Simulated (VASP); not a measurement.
Wanted: the native input for a VASP 6.6.1 run.

```yaml
Task: single point
Functional: HSEsol
Dispersion: D3(BJ)
Potentials_or_basis: VASP PAW PBE potentials, release 64 (Si)
Cutoff: 520 eV
k_mesh: 6 × 6 × 6
Occupations: gaussian, width 0.05 eV
Spin: no spin polarisation
Grid_for_exact_exchange_PRECFOCK: Fast
Further_INCAR_settings: ALGO = Normal; EDIFF = 1e-07; NBANDS = 8
```

Crystal: Si.

```
Si
1.0
     2.60606    0.00816    0.01811
    -1.29596    2.29203   -0.00172
     0.01705    0.00797    2.45144
Si
1
Direct
  0.07397 0.03431 0.01844
```

The cell isn't the ideal one: cell strained at random at fixed volume.

The input as run:

POSCAR

```
Si
1.0
    2.6060580000      0.0081590000      0.0181110000
   -1.2959630000      2.2920340000     -0.0017220000
    0.0170450000      0.0079700000      2.4514370000
Si
1
Direct
    0.0739650000      0.0343060000      0.0184410000
```

INCAR.step1

```
SYSTEM = Si
PREC = Accurate
ENCUT = 520
EDIFF = 1E-5
ISMEAR = 0
SIGMA = 0.05
LREAL = .FALSE.
LASPH = .TRUE.
NELM = 80
ALGO = Normal
ISIF = 2
LWAVE = .TRUE.
LCHARG = .FALSE.
NBANDS = 8
GGA = PE
```

INCAR.step2

```
SYSTEM = Si
PREC = Accurate
ENCUT = 520
EDIFF = 1E-7
ISMEAR = 0
SIGMA = 0.05
LREAL = .FALSE.
LASPH = .TRUE.
NELM = 80
ALGO = Normal
ISIF = 2
LWAVE = .FALSE.
LCHARG = .FALSE.
GGA = PS
LHFCALC = .TRUE.
HFSCREEN = 0.2
PRECFOCK = Fast
IVDW = 12
VDW_S6 = 1.0
VDW_S8 = 2.9215
VDW_A1 = 0.465
VDW_A2 = 6.2003
NBANDS = 8
ISTART = 1
```

KPOINTS

```
Automatic mesh
0
G
  6 6 6
  0 0 0
```

Potentials or basis: VASP PAW PBE potentials, release 64 (Si).

Run with:

```sh
$ cat potpaw_PBE.64/Si/POTCAR > POTCAR
$ cp INCAR.step1 INCAR
$ mpirun -np 1 vasp_std > vasp.out
$ cp INCAR.step2 INCAR
$ mpirun -np 1 vasp_std > vasp.out
```

Results of the run:

- Pressure: -4.6 GPa
- Band gap on the k mesh: none (metal or under the smearing width)
- Dispersion energy per atom: -0.339 eV

Caveat: the k mesh is coarse (spacing up to 0.46 Å⁻¹), so the values aren't converged, least of all with exact exchange; the PAW data sets were made with another functional, which shifts forces and pressure a little; pairwise dispersion overbinds metals, which lowers pressure and volume.

Run time: 3 min on 1 thread of Intel(R) Xeon(R) Platinum 8488C (Sapphire Rapids), with other jobs on the host, peak memory 0.23 GiB.
